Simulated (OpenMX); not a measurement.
W:

```xyz
1
Lattice="-1.5823 1.5823 1.5823 1.5823 -1.5823 1.5823 1.5823 1.5823 -1.5823" Properties=species:S:1:pos:R:3 pbc="T T T"
W     0.0000    0.0000    0.0000
```

| Item | Value |
| --- | --- |
| Program | OpenMX 3.8.5 |
| Task | single point |
| Functional | PBE |
| Potentials or basis | OpenMX 2013 PBE set, W7.0-s3p2d2f1, grid cutoff 400 Ry |
| k mesh | 13 × 13 × 13 |
| Occupations | fermi-dirac, width 0.05 eV |
| Spin | no spin polarisation |

On this cell: pressure 6.2 GPa; band gap on the k mesh none (metal or under the smearing width).

The same run follows on a disturbed copy (cell strained at random at fixed volume):

```
CELL_PARAMETERS angstrom
-1.54480 1.61508 1.63102
1.57115 -1.54525 1.58754
1.54570 1.54614 -1.56120
ATOMIC_POSITIONS crystal
W 0.01093 0.00770 0.02297
```

Problem. What does the disturbed cell give?

Solution. The energy (extrapolated to zero smearing) moves by +31.8 meV/atom; pressure 6.8 GPa; band gap on the k mesh none (metal or under the smearing width).

Caveats: the basis of atomic orbitals isn't converged, which shifts pressures, moduli and gaps.
